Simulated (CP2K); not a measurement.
Runs of CP2K 2026.2 on CsI. Symmetry: Pm-3m, No. 221, cubic system. Conventional cell: a = 4.567 Å, b = 4.567 Å, c = 4.567 Å, α = 90.00°, β = 90.00°, γ = 90.00°. Cs (site symmetry m-3m) is surrounded by 8 I at 3.95 Å. I (site symmetry m-3m) has 8 Cs at 3.95 Å as nearest neighbours. 

```csv
level,cutoff of the non-local correlation (Ry),gap on the mesh (eV),pressure (GPa)
LDA,-,3.45,(b)
rev-vdW-DF2,300,(a),0.2
WC,-,(c),-0.1
TASK,-,6.19,5.7
optB88-vdW,300,3.87,0.2
PBEsol,-,3.65,-0.1
```

Alike in all rows: task band structure; potentials or basis POTENTIAL_UZH Cs GTH-PBE-q9, I GTH-PBE-q7; TZVP-MOLOPT-PBE-GTH basis; no spin polarisation; cell as given; k mesh 6 × 6 × 6; smearing fermi-dirac 0.05 eV.

Fill in the values left out.

(a) 3.76; (b) -0.9; (c) 3.68.

Caveats: the potentials were made for another functional, which shifts forces and pressure; spin-orbit coupling is left out, which moves the levels of the heavy elements; the basis of atomic orbitals isn't converged, which shifts pressures, moduli and gaps.

A k mesh can miss the band edges, and the runs leave out spin-orbit coupling on Cs, I.

Runs at the PBE level aren't shown here.
